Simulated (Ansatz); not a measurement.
Set up this calculation in Ansatz 0.2.0, as the native input.

| Quantity | Value |
| --- | --- |
| Task | relaxation of cell and atoms |
| Functional | revPBE |
| Dispersion | D4 |
| Potentials or basis | Ansatz PAW |
| Cutoff | 420 eV (not typed: the program's choice for these potentials) |
| k mesh | 9 × 9 × 9 |
| Occupations | fermi-dirac, width 0.05 eV |
| Spin | no spin polarisation |

The system is AlRu.

```xyz
2
Lattice="2.9916 0.0000 0.0000 0.0000 2.9916 0.0000 0.0000 0.0000 2.9916" Properties=species:S:1:pos:R:3 pbc="T T T"
Ru    1.4958    1.4958    1.4958
Al    0.0000    0.0000    0.0000
```

These files were run (other wordings do the same):

input.yaml

```yaml
crystal:
  lattice:
    - [2.9916, 0.0, 0.0]
    - [0.0, 2.9916, 0.0]
    - [0.0, 0.0, 2.9916]
  atoms:
    - { symbol: Ru, position: [0.5, 0.5, 0.5] }
    - { symbol: Al, position: [0.0, 0.0, 0.0] }
hamiltonian:
  xc: revpbe
  pseudopotentials: { kind: paw }
  dispersion: d4
kpoints:
  mp_grid: { grid: [9, 9, 9] }
scf:
  occupations: { method: fermi_dirac, width: 0.05 }
output:
  forces: true
  stress: true
  eigenvalues: true
  write_density: true
  write_potential: true
  elf: true
  volumetric_format: npy
relax:
  f_tol: 0.01
  max_steps: 40
  cell: { stress_tol: 0.05 }
```

Potentials or basis: Ansatz PAW.

Launch:

```bash
$ ansatz run input.yaml --threads 2 --pin off --max-ram 5632MiB --backend cpu --events-out ev --progress --plain --runs-dir out
```

It gave:

- Relaxed volume: 13.13 Å³/atom
- Relaxed cell: a = 2.973 Å, b = 2.973 Å, c = 2.973 Å, α = 90.00°, β = 90.00°, γ = 90.00°
- Space group after relaxing (to 0.05 Å): Pm-3m (No. 221)
- Energy gained by relaxing: 3.3 meV/atom
- Ionic steps: 4
- Pressure after relaxing: 0.0 GPa
- Band gap on the k mesh: none (metal or under the smearing width)

Caveat: the plane-wave basis is chosen anew once the cell has moved, so the energies of steps on either side of that aren't comparable; pairwise dispersion overbinds metals, which lowers pressure and volume; the PAW data sets come from PBE, with cores solved anew for the run's functional, which leaves a small shift of forces and pressure.

Wall time 6.4 s on 2 threads of Intel(R) Xeon(R) Processor @ 2.50GHz (Skylake/Cascade Lake), with other jobs on the host, peak memory 0.33 GiB.
